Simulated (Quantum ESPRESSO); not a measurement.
Crystal: V.

```
V
1.0
     2.60429    0.00000    0.00000
    -1.30215    2.25538    0.00000
     0.00000    0.00000    4.72334
V
2
Cartesian
  0.0000 1.5036 1.1808
  1.3021 0.7518 3.5425
```

This isn't the form of V at room conditions, which is bcc.

```yaml
Program: Quantum ESPRESSO 7.5
Task: single point
Functional: PBEsol
Potentials_or_basis: GBRV 1.5 PBEsol
Cutoff: 612 eV
Density_cutoff: 4898 eV
k_mesh: 12 × 12 × 6
Occupations: fermi-dirac, width 0.05 eV
Spin: collinear spin, ferromagnetic start
Starting_moments: "[2.0, 2.0] μB"
```

On this cell: pressure -7.4 GPa; largest force under 0.003 eV/Å; net moment 0.00 μB per cell; band gap on the k mesh none (metal or under the smearing width).

The same run follows on a disturbed copy (atoms moved at random, drawn with an rms of 0.05 Å):

```
CELL_PARAMETERS angstrom
2.60429 0.00000 0.00000
-1.30215 2.25538 0.00000
0.00000 0.00000 4.72334
ATOMIC_POSITIONS crystal
V 0.33739 0.66806 0.24828
V 0.66409 0.33528 0.74232
```

Task: What changes?

Result: The energy (extrapolated to zero smearing) moves by +1.7 meV/atom; pressure -7.3 GPa; largest force 0.255 eV/Å; net moment 0.00 μB per cell; band gap on the k mesh none (metal or under the smearing width).

Forces in eV/Å, atoms in the order of the input:
```
V    0.015  0.000 -0.254
V   -0.015  0.000  0.254
```

Stress tensor (GPa, compression positive):
```
-7.27 -0.37 -0.04
-0.37 -7.33  0.00
-0.04  0.00 -7.38
```
